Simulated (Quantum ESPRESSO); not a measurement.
Si2Ni:

```
Ni Si
1.0
     0.00000    2.70300    2.70300
     2.70300    0.00000    2.70300
     2.70300    2.70300    0.00000
Ni Si
1 2
Direct
  0.00000 0.00000 0.00000
  0.75000 0.75000 0.75000
  0.25000 0.25000 0.25000
```

- Program: Quantum ESPRESSO 7.5
- Task: phonons
- Functional: LDA
- Potentials or basis: GBRV 1.5 LDA
- Cutoff: 612 eV
- Density cutoff: 4898 eV
- k mesh: 8 × 8 × 8
- Occupations: cold, width 0.136 eV
- Spin: collinear spin, ferromagnetic start
- Starting moments: [1.0, 0.0, 0.0] μB
- Form of the LDA correlation: PZ81
- Mixing beta: 0.3
- Most SCF iterations: 120
- SCF threshold: 6e-10 Ry

The cell and the atoms were relaxed first, to 12.75 Å³/atom (a = 3.782 Å, b = 3.782 Å, c = 3.782 Å, α = 60.00°, β = 60.00°, γ = 60.00°), and the response was taken there.

**Question.** What is the highest optical frequency at the zone centre?

**Answer.** 318 cm⁻¹, a mode of symmetry T1u (IR).

Optical modes at Γ, degenerate ones joined:
| cm⁻¹ | components | symmetry | active in |
| --- | --- | --- | --- |
| 303 | 3 | T2g | Raman |
| 318 | 3 | T1u | IR |
